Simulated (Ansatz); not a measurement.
## 3-layer 1T-TiSTe (AA) in a perpendicular field

Aim: how the 3-layer 1T-TiSTe (AA) screens a field along its normal, and what the field does to its bands. A positive field points along +c.

Program: Ansatz 0.2.0. Level of theory: plane-wave DFT, PBE-D3(BJ), Ansatz PAW, in the first sound run; inputs show where later runs differ. Results are calculated unless marked as measured.

### 1. Set-up

The cell holds 9 atoms: 3 Te, 3 Ti and 3 S. Cell: a = 3.580 Å, b = 3.580 Å, c = 63.815 Å, α = 90.0°, β = 90.0°, γ = 120.0°. Regions: layer 1: 1T-TiSTe, 3 atoms (1 Te, 1 Ti and 1 S); layer 2: 1T-TiSTe, 3 atoms (1 Te, 1 Ti and 1 S); layer 3: 1T-TiSTe, 3 atoms (1 Te, 1 Ti and 1 S). Vacuum lies along c.

### 2. Relaxation

The starting cell is a guess, so the in-plane lattice and the atoms are relaxed first, with the slab cut off from its images along the normal.

The input, input.yaml:

```yaml
crystal:
  lattice:
    - [3.58, 0.0, 0.0]
    - [-1.79, 3.1003709455, 0.0]
    - [0.0, 0.0, 63.8152479852]
  atoms:
    - { symbol: Te, position: [0.6666666667, 0.3333333333, 0.3713845946] }
    - { symbol: Ti, position: [0.0, 0.0, 0.4019052373] }
    - { symbol: S, position: [0.3333333333, 0.6666666667, 0.4242207025] }
    - { symbol: Te, position: [0.6666666667, 0.3333333333, 0.473581946] }
    - { symbol: Ti, position: [0.0, 0.0, 0.5041025887] }
    - { symbol: S, position: [0.3333333333, 0.6666666667, 0.526418054] }
    - { symbol: Te, position: [0.6666666667, 0.3333333333, 0.5757792975] }
    - { symbol: Ti, position: [0.0, 0.0, 0.6062999402] }
    - { symbol: S, position: [0.3333333333, 0.6666666667, 0.6286154054] }
  periodic: [true, true, false]
kpoints:
  mp_grid: { grid: [12, 12, 1] }
hamiltonian:
  xc: pbe
  dispersion: d3bj
scf:
  occupations: { method: fermi_dirac, width: 0.05 }
  convergence: { dr2_threshold: 1.0e-09 }
relax:
  f_tol: 0.004
  max_steps: 90
  cell: {}
output:
  write_potential: true
  write_density: true
  volumetric_format: npy
```

Command:

```bash
$ ansatz run input.yaml --threads 4 --pin off --max-ram 12288MiB --backend cpu --events-out ev --progress --plain --runs-dir out
```

Numbers of over 12 decimals in the logs are rounded to 6 here.

Log:

```text
Warning: relax.cell: scf.convergence.dr2_threshold = 1e-9 eV is looser than the 1.28983193435e-10 eV advised for a relaxation that steers and ends on the stress (1e-10 eV for each atom of the cell: 9, times the square of relax.cell.stress_2d_tol = 0.05 N/m over 26.4 Å (the atoms' height at the walk's start and 5 Å past either face), 1.893e-2 GPa, over a crystal's default 0.05). What an SCF threshold leaves in a stress goes as its square root, and in the free energy as the threshold itself, and one threshold admits the most on a small cell: [figures from the program's tests cut] Set scf.convergence.dr2_threshold to 1.28983193435e-10 eV or tighter. [rest of the remark cut]
Engine: ansatz 0.2.0, x86_64-unknown-linux-gnu
Pseudopotentials: kind: paw
Pseudopotential: Te, paw, valence charge 16, recommended cutoff 420 eV (normal), Te.paw.azcp
Pseudopotential: Ti, paw, valence charge 12, recommended cutoff 420 eV (normal), Ti.paw.azcp
Pseudopotential: S, paw, valence charge 6, recommended cutoff 420 eV (normal), S.paw.azcp
Functional definition: PBE
  parameter kappa = 0.804
  parameter beta = 0.066725
  exchange = pbe_x(kappa = kappa, mu = beta*pi^2/3)
  correlation = pbe_c(beta = beta)
Crystal: 9 atoms, lattice volume = 708.306 Å³
Basis set: ecut = 420 eV, 13587 PW (Γ), exchange–correlation on 48×48×864 points (8 copies of the dense FFT grid, shifted against one another)
Bands: 62, of which v1, the nominal top of the filled ones, is band 51 counted from 1 (50 counted from 0)
Symmetry: 6 space group operations
Space group: P3m1 (ITA 156), of the structure as read, at distance tolerance 8.9e-5 Å
k-points: 19 of 144 (time reversal used)
Non-local potential: Te, projectors of the file, l = 0: 2, l = 1: 2, l = 2: 2, l = 3: 2
Non-local potential: Ti, projectors of the file, l = 0: 3, l = 1: 2, l = 2: 3, l = 3: 1
Non-local potential: S, projectors of the file, l = 0: 2, l = 1: 2, l = 2: 2
PAW form: soft (Blöchl's): semilocal exchange-correlation on the pseudo side does not see the compensation charge
PAW one-centre angular grid: Te, 590 points (default); XC on 64 Gauss nodes
PAW one-centre angular grid: Ti, 590 points (default); XC on 64 Gauss nodes
PAW one-centre angular grid: S, 110 points (default); XC on 64 Gauss nodes
Initial density: superposition of atomic densities (neutral atoms: chi_scale 0, normalization atom), corrected by the library's trained network
Initial wavefunctions: pseudopotential atomic-orbital guess
Functional: x = pbe(κ = 0.804, μ = 0.219515), c = pbe(β = 0.066725)
SCF iter   1: F=—  HF=-31157.725730 eV  |F-HF|=—  |Δ(HF+E_count)|=         —  Δρ=1.36e-2  dr2=7.36e1  ethr=1.77e-3  ⟨swp⟩=10.6  Hψ=6165  notcnv=0  defer=2
preconditioner: auto → LDOS  [metal: Δε(μ)=0.019 eV  Ē_g=6.132 eV  σ=0.050 eV  W_gap=0.10  n_scr=40 (ndim 8)  ℏωp=9.7 eV  f_vac=0.684  D(μ)=6.25/eV (n_scr^D=24)  β→1.0]
SCF iter   2: F=—  HF=-31157.292407 eV  |F-HF|=—  |Δ(HF+E_count)|=   4.33e-1  Δρ=5.25e-3  dr2=7.54e-1  ethr=1.77e-3  ⟨swp⟩=2.9  Hψ=1706  notcnv=0  defer=27
SCF iter   3: F=—  HF=-31157.235540 eV  |F-HF|=—  |Δ(HF+E_count)|=   5.69e-2  Δρ=1.93e-3  dr2=2.48e-1  ethr=7.39e-4  ⟨swp⟩=3.3  Hψ=2092  notcnv=0  defer=11
SCF iter   4: F=—  HF=-31157.231834 eV  |F-HF|=—  |Δ(HF+E_count)|=   3.71e-3  Δρ=1.10e-3  dr2=4.06e-2  ethr=2.43e-4  ⟨swp⟩=4.2  Hψ=1887  notcnv=0  defer=4
SCF iter   5: F=—  HF=-31157.229048 eV  |F-HF|=—  |Δ(HF+E_count)|=   2.79e-3  Δρ=3.12e-4  dr2=4.70e-3  ethr=3.98e-5  ⟨swp⟩=3.1  Hψ=1857  notcnv=0  defer=2
SCF iter   6: F=—  HF=-31157.228971 eV  |F-HF|=—  |Δ(HF+E_count)|=   7.68e-5  Δρ=1.45e-4  dr2=5.15e-4  ethr=4.61e-6  ⟨swp⟩=2.8  Hψ=1684  notcnv=0  defer=2
SCF iter   7: F=—  HF=-31157.229052 eV  |F-HF|=—  |Δ(HF+E_count)|=   8.08e-5  Δρ=4.54e-5  dr2=9.24e-5  ethr=5.05e-7  ⟨swp⟩=2.5  Hψ=1620  notcnv=0  defer=2
SCF iter   8: F=—  HF=-31157.229082 eV  |F-HF|=—  |Δ(HF+E_count)|=   2.97e-5  Δρ=1.37e-5  dr2=2.56e-6  ethr=9.06e-8  ⟨swp⟩=2.1  Hψ=1644  notcnv=0  defer=2
SCF iter   9: F=—  HF=-31157.229268 eV  |F-HF|=—  |Δ(HF+E_count)|=   1.86e-4  Δρ=4.26e-6  dr2=1.47e-7  ethr=2.51e-9  ⟨swp⟩=3.2  Hψ=2221  notcnv=0  defer=2
SCF iter  10: F=—  HF=-31157.229268 eV  |F-HF|=—  |Δ(HF+E_count)|=   5.75e-7  Δρ=1.46e-6  dr2=2.07e-8  ethr=1.44e-10  ⟨swp⟩=3.0  Hψ=2286  notcnv=0  defer=2
SCF iter  11: F=—  HF=-31157.229269 eV  |F-HF|=—  |Δ(HF+E_count)|=   8.06e-8  Δρ=5.25e-7  dr2=4.21e-9  ethr=2.03e-11  ⟨swp⟩=3.1  Hψ=2406  notcnv=0  defer=2
SCF iter  12: F=-31157.229269 eV  HF=-31157.229269 eV  |F-HF|=6.45e-9  |Δ(HF+E_count)|=   2.87e-8  Δρ=1.70e-7  dr2=2.24e-10  ethr=1.00e-12  ⟨swp⟩=11.2  Hψ=7951  notcnv=0
SCF 1 converged in 12 iterations: F = -31157.229269 eV  dr2 = 2.24e-10
  greatest PAW one-centre occupation: 0.999 electrons in one spin orbital (limit 2), on the Ti atom at site 7 (counted from 0), in its partial waves of l = 0
relax step   1: F+E_penalty+E_count = -31157.22926855 eV  Δ(F+E_penalty+E_count) = +0.000e0 eV  max|allowed force component| = 1.622e0 eV/Å  Δτ_max = 0.0000 Å  P = -11.516 N/m  Ω = 708.306 Å³  fix = [c, alpha, beta]  reactions: c +0.000 N/m  (12 SCF iters, accepted)
Crystal: 9 atoms, lattice volume = 692.923 Å³
Basis set: ecut = 420 eV, 13419 PW (Γ), exchange–correlation on 48×48×864 points (8 copies of the dense FFT grid, shifted against one another)
Initial density: handed on by an earlier stage of this run
Initial wavefunctions: those handed on with the density
iter 1 solved again at ethr=1.33e-3 eV; its pass at ethr=3.10e-3 eV (dr2=1.35e0 eV) is discarded
SCF iter   1: F=—  HF=-31157.871281 eV  |F-HF|=—  |Δ(HF+E_count)|=         —  Δρ=8.08e-3  dr2=1.36e0  ethr=1.33e-3  ⟨swp⟩=1.8  Hψ=7677  notcnv=0
preconditioner: auto → LDOS  [metal: Δε(μ)=0.045 eV  Ē_g=6.432 eV  σ=0.050 eV  W_gap=0.21  n_scr=40 (ndim 8)  ℏωp=9.8 eV  f_vac=0.690  D(μ)=3.53/eV (n_scr^D=18)  β→1.0]
SCF iter   2: F=—  HF=-31157.968954 eV  |F-HF|=—  |Δ(HF+E_count)|=   9.77e-2  Δρ=9.40e-3  dr2=2.33e0  ethr=1.33e-3  ⟨swp⟩=5.4  Hψ=2408  notcnv=0  defer=3
SCF iter   3: F=—  HF=-31157.722663 eV  |F-HF|=—  |Δ(HF+E_count)|=   2.46e-1  Δρ=1.60e-3  dr2=3.65e-2  ethr=1.33e-3  ⟨swp⟩=3.5  Hψ=2122  notcnv=0  defer=9
SCF iter   4: F=—  HF=-31157.712482 eV  |F-HF|=—  |Δ(HF+E_count)|=   1.02e-2  Δρ=5.16e-4  dr2=1.26e-2  ethr=3.58e-5  ⟨swp⟩=3.5  Hψ=2543  notcnv=0  defer=12
SCF iter   5: F=—  HF=-31157.711360 eV  |F-HF|=—  |Δ(HF+E_count)|=   1.12e-3  Δρ=2.09e-4  dr2=7.75e-4  ethr=1.23e-5  ⟨swp⟩=3.1  Hψ=1951  notcnv=0  defer=14
SCF iter   6: F=—  HF=-31157.711513 eV  |F-HF|=—  |Δ(HF+E_count)|=   1.54e-4  Δρ=9.08e-5  dr2=1.48e-4  ethr=7.59e-7  ⟨swp⟩=3.2  Hψ=2109  notcnv=0  defer=12
[...]
SCF 3 converged in 11 iterations: F = -31157.829326 eV  dr2 = 5.82e-10
relax step   3: F+E_penalty+E_count = -31157.82932629 eV  Δ(F+E_penalty+E_count) = -1.175e-1 eV  max|allowed force component| = 9.106e-2 eV/Å  Δτ_max = 0.1916 Å  P = +0.211 N/m  Ω = 681.325 Å³  energy of the carried Pulay correction = +8.143e-4 eV  fix = [c, alpha, beta]  reactions: c +0.000 N/m  (11 SCF iters, accepted)
[...]
relax step   4: F+E_penalty+E_count = -31157.85388363 eV  Δ(F+E_penalty+E_count) = -2.456e-2 eV  max|allowed force component| = 9.162e-2 eV/Å  Δτ_max = 0.1919 Å  P = +0.124 N/m  Ω = 683.100 Å³  energy of the carried Pulay correction = +7.597e-4 eV  fix = [c, alpha, beta]  reactions: c +0.000 N/m  (12 SCF iters, accepted)
[...]
relax step   5: F+E_penalty+E_count = -31157.85584217 eV  Δ(F+E_penalty+E_count) = -1.959e-3 eV  max|allowed force component| = 1.643e-2 eV/Å  Δτ_max = 0.0682 Å  P = -0.004 N/m  Ω = 685.529 Å³  energy of the carried Pulay correction = +6.853e-4 eV  fix = [c, alpha, beta]  reactions: c -0.000 N/m  (11 SCF iters, accepted)
[...]
relax step   6: F+E_penalty+E_count = -31157.85588826 eV  Δ(F+E_penalty+E_count) = -4.609e-5 eV  max|allowed force component| = 2.241e-2 eV/Å  Δτ_max = 0.0175 Å  P = +0.073 N/m  Ω = 685.691 Å³  energy of the carried Pulay correction = +6.804e-4 eV  fix = [c, alpha, beta]  reactions: c +0.000 N/m  (9 SCF iters, accepted)
[...]
relax step   7: F+E_penalty+E_count = -31157.85598672 eV  Δ(F+E_penalty+E_count) = -9.846e-5 eV  max|allowed force component| = 1.041e-3 eV/Å  Δτ_max = 0.0058 Å  P = +0.011 N/m  Ω = 685.534 Å³  energy of the carried Pulay correction = +6.852e-4 eV  fix = [c, alpha, beta]  reactions: c +0.000 N/m  (8 SCF iters, accepted)
Initial wavefunctions: pseudopotential atomic-orbital guess (no wavefunctions were taken with the density)
iter 1 solved again at ethr=2.29e-6 eV; its pass at ethr=3.10e-3 eV (dr2=2.33e-3 eV) is discarded
SCF iter   1: F=—  HF=-31157.855044 eV  |F-HF|=—  |Δ(HF+E_count)|=         —  Δρ=1.59e-5  dr2=2.98e-7  ethr=2.29e-6  ⟨swp⟩=5.1  Hψ=10202  notcnv=0
eigensolver tolerance schedule: the retry pair's looser diagonalisation over-reported the residual by 7810.22 of it (diagonalisation noise at an unbounded share of the residual, at the tolerance the schedule requests for it); recorded, not acted on — ethr = c·dr2/N_el stays at c = 1.0e-1
preconditioner: auto → LDOS  [metal: Δε(μ)=0.017 eV  Ē_g=6.612 eV  σ=0.050 eV  W_gap=0.09  n_scr=40 (ndim 8)  ℏωp=9.8 eV  f_vac=0.699  D(μ)=3.87/eV (n_scr^D=20)  β→1.0]
SCF iter   2: F=—  HF=-31157.855211 eV  |F-HF|=—  |Δ(HF+E_count)|=   1.67e-4  Δρ=5.36e-6  dr2=3.17e-7  ethr=2.93e-10  ⟨swp⟩=5.6  Hψ=4294  notcnv=0
SCF iter   3: F=—  HF=-31157.855211 eV  |F-HF|=—  |Δ(HF+E_count)|=   8.27e-8  Δρ=2.32e-6  dr2=2.51e-7  ethr=2.93e-10  ⟨swp⟩=2.8  Hψ=2255  notcnv=0
SCF iter   4: F=—  HF=-31157.855211 eV  |F-HF|=—  |Δ(HF+E_count)|=   1.25e-8  Δρ=1.07e-6  dr2=1.45e-8  ethr=2.46e-10  ⟨swp⟩=2.9  Hψ=1743  notcnv=0
SCF iter   5: F=—  HF=-31157.855211 eV  |F-HF|=—  |Δ(HF+E_count)|=   6.67e-9  Δρ=2.85e-7  dr2=2.50e-9  ethr=1.42e-11  ⟨swp⟩=4.1  Hψ=2970  notcnv=0
SCF iter   6: F=-31157.855211 eV  HF=-31157.855211 eV  |F-HF|=1.62e-9  |Δ(HF+E_count)|=   2.88e-9  Δρ=1.06e-7  dr2=4.61e-10  ethr=1.00e-12  ⟨swp⟩=15.9  Hψ=9313  notcnv=0
SCF 8 converged in 6 iterations: F = -31157.855211 eV  dr2 = 4.61e-10
relax step   8: F+E_penalty+E_count = -31157.85521091 eV  Δ(F+E_penalty+E_count) = +7.758e-4 eV  max|allowed force component| = 1.106e-3 eV/Å  Δτ_max = 0.0000 Å  P = +0.017 N/m  Ω = 685.534 Å³  fix = [c, alpha, beta]  reactions: c +0.000 N/m  stress off target by 1.73e-2 N/m on what of the cell is left free  SCF on the basis re-selected at this cell (its energy is not comparable with the rows above)  (6 SCF iters)
basis re-selected at this cell: Δ(F+E_penalty+E_count) = +7.758e-4 eV, ΔP = +0.007 N/m vs the last step (what re-selecting the basis moved, of the pressure what is left beyond the Pulay correction that the steps carried, after the strain that the cell walked since its last selection, with what the two solves' SCF thresholds leave and, on support functions, any second-order correction that the steps lacked; it is no m [...]
WARN: The output density's exchange-correlation potential varies sharply where the density is thin. Do not read a vacuum level from v_tot or v_xc, or from such a field of the output density. On a cell that repeats whose density bears no net charge and no dipole along the vacuum's axis use v_es (v_loc + v_h of the components); under efield.dipole_correction with no amplitude use v_es + v_field, which holds any externa [...]
SCF converged after 6 iterations
Free energy (F): -31157.855211 eV
Harris-Foulkes:  -31157.855211 eV  (|F-HF|=1.62e-9)
Internal energy: -31157.822959 eV  (E = F + TS)
E sigma→0 (E₀):  -31157.839085 eV
Entropy (-TS):   -0.032252 eV (-3.584 meV/atom)
Fermi energy:    -4.869813 eV
--- Per-component energies (eV) ---
  E_band       = -2805.968463
  E_kinetic    = 1683.338200
  E_local      = -882763.796871  (includes V_loc(G=0)·N_el)
  E_nonlocal   = -822.964473
  E_hartree    = 440854.294229
  E_xc         = -960.500650
  E_vxc        = -945.769221  (∫ρ·V_xc dr)
  E_paw        = -18929.701847  (= ΣΔE_a)
  E_vpaw       = -1665.366716  (= ΣTr[D̂ρ^β])
  E_aug_tail   = -0.000161  (compensation charges beyond the density's cutoff)
  E_ewald      = 429785.203608
  E_disp       = -3.694992  (pairwise vdW)
  E_smearing   = -0.032252  (= −TS)
  E_closure    = -0.000000  (closes the sum)
  Σ components = -31157.855211   (vs F -31157.855211, Δ=0.00e0)
--- Forces (eV/Å), atoms counted from 1 ---
  atom   1  Te    -0.00000000     0.00000000    -0.00035372
  atom   2  Ti    -0.00000000    -0.00000000    -0.00049291
  atom   3  S      0.00000000    -0.00000000     0.00104182
  atom   4  Te    -0.00000000     0.00000000    -0.00089462
  atom   5  Ti    -0.00000000    -0.00000000    -0.00050901
  atom   6  S      0.00000000    -0.00000000     0.00029374
  atom   7  Te    -0.00000000     0.00000000    -0.00034150
  atom   8  Ti     0.00000000    -0.00000000     0.00015030
  atom   9  S      0.00000000    -0.00000000     0.00110602
  max |Σ_I F_I| component: 1.17e-7 eV/Å
--- 2D stress c σ (N/m, compression-positive) ---
        0.017313       0.000000      -0.000000
       -0.000000       0.017313       0.000000
       -0.000000       0.000000       0.000000
  P = ½ c Tr σ = 0.0173 N/m
--- Band table (eV; the first three rows and the last of 19) ---
  k-point 0: bands = [... 47 lower, -4.5666, -4.5666, -4.5591, -4.5591, -3.9191, -3.9191, -3.8799, -3.8181, ... 7 higher]
  k-point 1: bands = [... 47 lower, -4.9467, -4.8218, -4.7863, -4.7529, -4.2437, -4.2205, -4.2036, -3.7218, ... 7 higher]
  k-point 2: bands = [... 47 lower, -5.8255, -5.1843, -5.1277, -5.0783, -4.4268, -4.4043, -4.3914, -3.6116, ... 7 higher]
  k-point 18: bands = [... 47 lower, -7.2533, -7.2500, -7.1730, -7.0904, -3.9476, -3.9360, -3.9024, -3.8870, ... 7 higher]
  the weakly bound empty levels are not read free of the cell's end (no_gap_told)
--- Relaxed structure (7 steps of the walk, 7 accepted, 1 SCFs on fresh bases) ---
  F+E_penalty+E_count = -31157.85521091 eV   max|allowed force component| = 1.106e-3 eV/Å   (the final SCF, on the basis selected at the relaxed cell)
  cell:  # Å, volume = 685.5344 Å³
    - [3.521982, 0.0, 0]
    - [-1.760991, 3.050126, 0]
    - [0, 0, 63.8152479852]
  atoms:
    - { symbol: Te, position: [0.666667, 0.333333, 0.378963] }
    - { symbol: Ti, position: [0, 0, 0.408792] }
    - { symbol: S, position: [0.333333, 0.666667, 0.428563] }
    - { symbol: Te, position: [0.666667, 0.333333, 0.474970] }
    - { symbol: Ti, position: [0, 0, 0.504672] }
    - { symbol: S, position: [0.333333, 0.666667, 0.524465] }
    - { symbol: Te, position: [0.666667, 0.333333, 0.570848] }
    - { symbol: Ti, position: [0, 0, 0.600704] }
    - { symbol: S, position: [0.333333, 0.666667, 0.620330] }
```

Run time: 2.4 min. Hardware: 4 threads of Intel Xeon Platinum 8375C at 2.90GHz (Ice Lake), shared host; peak memory 1.8 GiB; 9.5 min of CPU time.

The steps of the relaxation:

```tsv
step	energy less that of the first step (eV)	largest force component (eV/Å)	volume (Å³)
1	0.0000	1.6220	708.31
2	-0.4825	0.7010	692.92
3	-0.6001	0.0911	681.32
4	-0.6246	0.0916	683.10
5	-0.6266	0.0164	685.53
6	-0.6266	0.0224	685.69
7	-0.6267	0.0010	685.53
8*	-0.6259	0.0011	685.53
```

Relaxation steps marked * repeat the geometry before them on a plane-wave basis chosen anew for their cell, so energy and pressure can jump there.

The run keeps the 6 symmetry operations that it works with, so distortions that break them were not tested.

```tsv
cell as run	before	after	change
a (Å)	3.580	3.522	-1.6 %
b (Å)	3.580	3.522	-1.6 %
```

The atoms that moved most (Å, along periodic axes as changes of fractional coordinates times the final cell, across vacuum about the mean position):

```tsv
atom	dx	dy	dz	length
S9	0.000	0.000	-0.529	0.529
Te1	0.000	0.000	0.484	0.484
Ti2	0.000	0.000	0.439	0.439
Ti8	0.000	0.000	-0.357	0.357
Te7	0.000	0.000	-0.315	0.315
S3	0.000	0.000	0.277	0.277
S6	0.000	0.000	-0.125	0.125
Te4	0.000	0.000	0.089	0.089
```

Numbers from this step:

```yaml
energy_at_zero_smearing: -31157.8391 eV
```

The lattice constant a goes from 3.580 to 3.522 Å.

(Part 1 of 3 ends here.)

[Logs are printed without paths, hosts, clocks, repeated set-up lines and the standing remarks that a program may print on its own settings, such as how far it seeks lower states.]

[Hosts, paths, dates, database ids (printed as entryN), source tags and the programs' standing remarks are cut or masked in the printed files.]

[Maps of the electrostatic potential energy from Ansatz leave out the sawtooth potential of an applied field or a dipole correction, so their vacuum need not be flat; planar profiles and work functions include it.]
